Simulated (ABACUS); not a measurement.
Runs of ABACUS 3.10.1 on WS2 (Tungstenite). The structure is trigonal, space group R3m (No. 160). Conventional cell: a = 3.158 Å, b = 3.158 Å, c = 18.490 Å, α = 90.00°, β = 90.00°, γ = 120.00°. W (site symmetry 3m) has 6 S at 2.39 to 2.42 Å as nearest neighbours. Around S (site symmetry 3m) lie 3 W at 2.42 Å. S (site symmetry 3m) has 3 W at 2.39 Å as nearest neighbours. Measurements of this composition are mostly on another form, of space group No. 194.

```csv
task,potentials or basis,cell,gap on the mesh (eV),pressure (GPa),V0 of scaled cells (Å³/atom),B0 (GPa),largest force (eV/Å)
single point,"PseudoDojo NC SR 0.4.1 PBE standard, DZP LCAO (the cutoffs set its grid)","atoms moved at random, drawn with an rms of 0.05 Å",0.97,3.6,-,-,1.76
single point,"PseudoDojo NC SR 0.4.1 PBE standard, TZDP LCAO (the cutoffs set its grid)",as given,(c),5.4,-,-,0.64
equation of state,"PseudoDojo NC SR 0.4.1 PBE standard, TZDP LCAO (the cutoffs set its grid)",as given,-,-,(a),155,-
single point,"PseudoDojo NC SR 0.4.1 PBE standard, DZP LCAO (the cutoffs set its grid)",as given,(b),6.7,-,-,0.80
equation of state,"PseudoDojo NC SR 0.4.1 PBE standard, DZP LCAO (the cutoffs set its grid)",as given,-,-,18.47,153,-
```

Alike in all rows: level PBE; no spin polarisation; k mesh 10 × 10 × 10; cutoff (eV) 1361; smearing fermi-dirac 0.05 eV.

Question: Estimate the missing entries.

Answer: (a) 18.33; (b) 1.06; (c) 1.07.

Caveats: the atomic orbitals were generated for these runs and aren't a published set; the basis of atomic orbitals isn't converged, which shifts pressures, moduli and gaps; spin-orbit coupling is left out, which moves the levels of the heavy elements (some runs); the cell was scaled at fixed shape and fractional positions, which overstates the stiffness of a crystal with free parameters, most of all of layers and chains (some runs).

A k mesh can miss the band edges, and the runs leave out spin-orbit coupling on W.
